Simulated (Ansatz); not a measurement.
# How much does Ir in Ru(0001), 2x2 scatter?, part 3 of 3

Aim: the resistance that Ir in Ru(0001), 2x2 adds to the host.

Ansatz 0.2.0; Ansatz plane-wave DFT, PBE, PAW files; ballistic transport by layer matching (Landauer), zero bias; PAW set soft_1 (the session's first sound run).

So far, resistivity per at.% scaled from this dense plane, with the factor 3/4 for isotropic scattering (µΩ cm): step 3 (resistance at ideal sites) 0.559.

### Step 5. Transmission after relaxation, relaxed yes

The transmission is solved again on the relaxed atoms.

This step: Ansatz plane-wave DFT, PBE, PAW files; ballistic transport by layer matching (Landauer), zero bias; PAW set soft_1 (Ansatz 0.2.0).

Input file input.yaml:

```yaml
crystal:
  lattice:
    - [5.4116, 0.0, 0.0]
    - [-2.7058, 4.6865830751, 0.0]
    - [0.0, 0.0, 34.2552]
  atoms:
    - { symbol: Ru, position: [0.1666666667, 0.3333333333, 0.03125] }
    - { symbol: Ru, position: [0.1666666667, 0.8333333333, 0.03125] }
    - { symbol: Ru, position: [0.6666666667, 0.3333333333, 0.03125] }
    - { symbol: Ru, position: [0.6666666667, 0.8333333333, 0.03125] }
    - { symbol: Ru, position: [0.3333333333, 0.1666666667, 0.09375] }
    - { symbol: Ru, position: [0.3333333333, 0.6666666667, 0.09375] }
    - { symbol: Ru, position: [0.8333333333, 0.1666666667, 0.09375] }
    - { symbol: Ru, position: [0.8333333333, 0.6666666667, 0.09375] }
    - { symbol: Ru, position: [0.1666666667, 0.3333333333, 0.15625] }
    - { symbol: Ru, position: [0.1666666667, 0.8333333333, 0.15625] }
    - { symbol: Ru, position: [0.6666666667, 0.3333333333, 0.15625] }
    - { symbol: Ru, position: [0.6666666667, 0.8333333333, 0.15625] }
    - { symbol: Ru, position: [0.3333333333, 0.1666666667, 0.21875] }
    - { symbol: Ru, position: [0.3333333333, 0.6666666667, 0.21875] }
    - { symbol: Ru, position: [0.8333333333, 0.1666666667, 0.21875] }
    - { symbol: Ru, position: [0.8333333333, 0.6666666667, 0.21875] }
    - { symbol: Ru, position: [0.1666666667, 0.3333333333, 0.28125] }
    - { symbol: Ru, position: [0.1666666667, 0.8333333333, 0.28125] }
    - { symbol: Ru, position: [0.6666666667, 0.3333333333, 0.28125] }
    - { symbol: Ru, position: [0.6666666667, 0.8333333333, 0.28125] }
    - { symbol: Ru, position: [0.3333629099, 0.1666370901, 0.3436657439] }
    - { symbol: Ru, position: [0.3333629099, 0.6667258198, 0.3436657439] }
    - { symbol: Ru, position: [0.8332741802, 0.1666370901, 0.3436657439] }
    - { symbol: Ru, position: [0.8333333333, 0.6666666667, 0.3436958267] }
    - { symbol: Ru, position: [0.1666666667, 0.3333333333, 0.406045047] }
    - { symbol: Ru, position: [0.1668528403, 0.8334264201, 0.4061591572] }
    - { symbol: Ru, position: [0.6665735799, 0.3331471597, 0.4061591572] }
    - { symbol: Ru, position: [0.6665735799, 0.8334264201, 0.4061591572] }
    - { symbol: Ru, position: [0.3337357647, 0.1662642353, 0.468381613] }
    - { symbol: Ru, position: [0.3337357647, 0.6674715294, 0.468381613] }
    - { symbol: Ru, position: [0.8325284706, 0.1662642353, 0.468381613] }
    - { symbol: Ru, position: [0.8333333333, 0.6666666667, 0.4684996392] }
    - { symbol: Ir, position: [0.1666666667, 0.3333333333, 0.5312198598] }
    - { symbol: Ru, position: [0.1667633951, 0.8333816976, 0.5312189442] }
    - { symbol: Ru, position: [0.6666183024, 0.3332366049, 0.5312189442] }
    - { symbol: Ru, position: [0.6666183024, 0.8333816976, 0.5312189442] }
    - { symbol: Ru, position: [0.3337385368, 0.1662614632, 0.5940589723] }
    - { symbol: Ru, position: [0.3337385368, 0.6674770735, 0.5940589723] }
    - { symbol: Ru, position: [0.8325229265, 0.1662614632, 0.5940589723] }
    - { symbol: Ru, position: [0.8333333333, 0.6666666667, 0.5939416917] }
    - { symbol: Ru, position: [0.1666666667, 0.3333333333, 0.6563903948] }
    - { symbol: Ru, position: [0.1668348092, 0.8334174046, 0.656283364] }
    - { symbol: Ru, position: [0.6665825954, 0.3331651908, 0.656283364] }
    - { symbol: Ru, position: [0.6665825954, 0.8334174046, 0.656283364] }
    - { symbol: Ru, position: [0.3333333333, 0.1666666667, 0.71875] }
    - { symbol: Ru, position: [0.3333333333, 0.6666666667, 0.71875] }
    - { symbol: Ru, position: [0.8333333333, 0.1666666667, 0.71875] }
    - { symbol: Ru, position: [0.8333333333, 0.6666666667, 0.71875] }
    - { symbol: Ru, position: [0.1666666667, 0.3333333333, 0.78125] }
    - { symbol: Ru, position: [0.1666666667, 0.8333333333, 0.78125] }
    - { symbol: Ru, position: [0.6666666667, 0.3333333333, 0.78125] }
    - { symbol: Ru, position: [0.6666666667, 0.8333333333, 0.78125] }
    - { symbol: Ru, position: [0.3333333333, 0.1666666667, 0.84375] }
    - { symbol: Ru, position: [0.3333333333, 0.6666666667, 0.84375] }
    - { symbol: Ru, position: [0.8333333333, 0.1666666667, 0.84375] }
    - { symbol: Ru, position: [0.8333333333, 0.6666666667, 0.84375] }
    - { symbol: Ru, position: [0.1666666667, 0.3333333333, 0.90625] }
    - { symbol: Ru, position: [0.1666666667, 0.8333333333, 0.90625] }
    - { symbol: Ru, position: [0.6666666667, 0.3333333333, 0.90625] }
    - { symbol: Ru, position: [0.6666666667, 0.8333333333, 0.90625] }
    - { symbol: Ru, position: [0.3333333333, 0.1666666667, 0.96875] }
    - { symbol: Ru, position: [0.3333333333, 0.6666666667, 0.96875] }
    - { symbol: Ru, position: [0.8333333333, 0.1666666667, 0.96875] }
    - { symbol: Ru, position: [0.8333333333, 0.6666666667, 0.96875] }
kpoints:
  mp_grid: { grid: [5, 5, 1] }
hamiltonian:
  xc: pbe
  pseudopotentials: { kind: paw, azcp: { folder: soft_1 } }
scf:
  occupations: { method: fermi_dirac, width: 0.1 }
output:
  transmission:
    leads: [[0, 8]]
    kmesh: [10, 10]
    e_range: [-0.05, 0.05]
    de: 0.05
  write_potential: true
  write_density: true
  volumetric_format: npy
```

Run with:

```sh
ansatz run input.yaml --threads 4 --pin off --max-ram 15360MiB --backend cpu --events-out ev --progress --plain --runs-dir out
```

Numbers of over 12 decimals in the logs are rounded to 6 here.

Log:

```text
[...]
Crystal: 64 atoms, lattice volume = 868.777 Å³
Basis set: ecut = 420 eV, 16909 PW (Γ)
Bands: 615, of which v1, the nominal top of the filled ones, is band 513 counted from 1 (512 counted from 0)
Symmetry: 6 space group operations
[...]
k-points: 5 of 25 (time reversal used)
[...]
SCF iter   1: F=—  HF=-382337.366792 eV  |F-HF|=—  |Δ(HF+E_count)|=         —  Δρ=1.23e-1  dr2=1.30e2  ethr=3.10e-3  ⟨swp⟩=5.0  Hψ=9932  notcnv=0  defer=1
[...]
SCF iter  10: F=-382297.559557 eV  HF=-382297.559557 eV  |F-HF|=1.09e-8  |Δ(HF+E_count)|=   1.40e-8  Δρ=2.97e-7  dr2=1.13e-8  ethr=9.76e-12  ⟨swp⟩=7.2  Hψ=6755  notcnv=0
SCF 1 converged in 10 iterations: F = -382297.559557 eV  dr2 = 1.13e-8
[...]
transmission: 89 of 882 steps passed
transmission: 179 of 882 steps passed
[...]
transmission: 882 of 882 steps passed
SCF converged after 10 iterations
Free energy (F): -382297.559557 eV
[...]
Internal energy: -382295.452423 eV  (E = F + TS)
E sigma→0 (E₀):  -382296.505990 eV
Entropy (-TS):   -2.107134 eV (-32.924 meV/atom)
Fermi energy:    23.423542 eV
[...]
--- Band table (eV; the first three rows and the last of 5) ---
  k-point 0: bands = [... 509 lower, 24.1536, 24.1599, 24.1696, 24.1696, 24.1756, 24.3215, 24.3215, 24.3337, ... 98 higher]
  k-point 1: bands = [... 509 lower, 23.8726, 23.8825, 23.9261, 23.9327, 23.9347, 23.9442, 23.9455, 23.9578, ... 98 higher]
  k-point 2: bands = [... 509 lower, 23.1370, 23.1919, 23.2082, 23.2563, 23.2583, 23.4120, 23.4264, 23.4454, ... 98 higher]
  k-point 4: bands = [... 509 lower, 23.0457, 23.0560, 23.0668, 23.0690, 23.3651, 23.3850, 23.3919, 23.3954, ... 98 higher]
--- Transmission ---
  basis      : 223 plane waves across, 63 finite elements along
  points     : 14, standing for a mesh of 10 x 10
[...]
channels       : 5.280000e0 a spin
[...]
junction   : crystal 0 to crystal 0, 1.44 to 31.42 Å
    transmission   : 4.968920e0 a spin
[...]
```

The job ended after 4.8 min (4 threads of Intel Xeon Platinum 8175M at 2.50GHz (Skylake/Cascade Lake), shared host; peak memory 8.2 GiB; 17 min of CPU time).

Numbers from this step:

- free energy: -382297.5596 eV
- energy at zero smearing: -382296.5060 eV
- transmission per spin nearest the Fermi level: 4.969
- open channels per spin nearest the Fermi level: 5.28

Per spin. The transmission, zone mean by energy, zero at the Fermi level:

```tsv
energy (eV)	transmission, zone mean
-0.0500	5.01
0.0000	4.97
0.0500	5.51
```

Transmission over k1 and k2. At 0.0000 eV from the Fermi level.

Ten even steps from '0' (1.9) to '9' (11.9):
```
1322231000
1233332100
1234643210
1236996321
2334999433
1123699632
1012346432
1001233332
1000132223
2111121111
```
Columns: k1 (b1) from -0.5 to 0.4; rows upwards: k2 (b2) from -0.5 to 0.4.

Over the solved energies the transmission per spin lies between 4.97 and 5.51, out of 5.5 channels of the lead on average (up to 6.06).

### Step 6. Resistance after relaxation

This step: Ansatz plane-wave DFT, PBE, PAW files; ballistic transport by layer matching (Landauer), zero bias; area resistance of the defect plane and resistivity an atomic per cent; PAW set soft_1 (Ansatz 0.2.0).

Numbers from this step:

| Item | Value |
| --- | --- |
| area resistance | 0.03850 fΩ m² |
| T over the leads' mean channel count | 0.9392 |
| resistivity per at.% scaled from this dense plane, with the factor 3/4 for isotropic scattering | 0.5394 µΩ cm |

Averaged over the energies near the Fermi level, 93.9 % of the channels pass, which makes 0.0385 fΩ m², against 0.0399 on ideal sites.

### Step 7. What came out

```yaml
share_of_channels_that_pass_rigid: 0.933
area_resistance_rigid: 0.0399 fΩ m²
resistivity_per_at_from_the_area_resistance_times_3_over_4_rigid: 0.559 µΩ cm
share_of_channels_that_pass_relaxed: 0.939
area_resistance_relaxed: 0.0385 fΩ m²
resistivity_per_at_from_the_area_resistance_times_3_over_4_relaxed: 0.539 µΩ cm
```

What this shows: The plane of defects adds 0.038 fΩ m². Scaled to one atomic per cent that is 0.72 µΩ cm as it stands and 0.54 with the factor 3/4 for isotropic scattering on a spherical Fermi surface. These are rough estimates of the dilute value, not bounds. One Ir in each 2x2 cell reflects 6.1 % of the lead's channels. The relaxed cell differs by -3.6 % in resistance; between the two runs the lead's own channel count goes from 5.92 to 5.5, so sampling may have a part in it. The defects form a dense periodic sheet that scatters coherently, unlike a dilute random alloy. T and N are means over the solved energies nearest the Fermi level. Spin-orbit coupling is left out, which matters for Ir.

[Logs are printed without paths, hosts, clocks, repeated set-up lines and the standing remarks that a program may print on its own settings, such as how far it seeks lower states.]

[Hosts, paths, dates, database ids (printed as entryN), source tags and the programs' standing remarks are cut or masked in the printed files.]
